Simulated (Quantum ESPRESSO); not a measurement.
PtS2, 3 atoms in the cell. It takes space group P-3m1 (No. 164, trigonal). Conventional cell: a = 3.543 Å, b = 3.543 Å, c = 5.039 Å, α = 90.00°, β = 90.00°, γ = 120.00°. Pt (site symmetry -3m) is surrounded by 6 S at 2.34 Å. S (site symmetry 3m) is surrounded by 3 Pt at 2.34 Å. 

* Program: Quantum ESPRESSO 7.5
* Task: dielectric tensor
* Functional: PBEsol
* Potentials or basis: GBRV 1.5 PBEsol
* Cutoff: 612 eV
* Density cutoff: 4898 eV
* k mesh: 12 × 12 × 6
* Occupations: fermi-dirac, width 0.05 eV
* Spin: no spin polarisation
* Mixing beta: 0.5
* Most SCF iterations: 120
* SCF threshold: 6e-10 Ry

Potentials or basis: GBRV 1.5 PBEsol.

The run is started by

```console
$ OMP_NUM_THREADS=1 pw.x -in pw.in > pw.out
$ OMP_NUM_THREADS=1 pw.x -in scf2.in > scf2.out
$ OMP_NUM_THREADS=1 ph.x -in ph.in > ph.out
```

Hardware: 1 thread of Intel(R) Xeon(R) 6975P-C (Granite Rapids), with other jobs on the host.

Task: Estimate the wall time of this run.

Result: Run time: 8.6 min on 1 thread of Intel(R) Xeon(R) 6975P-C (Granite Rapids), on a shared host, peak memory 0.25 GiB. Counts: scf iterations 14, k pools 1, bands 21, k points 100, g dense 42615.
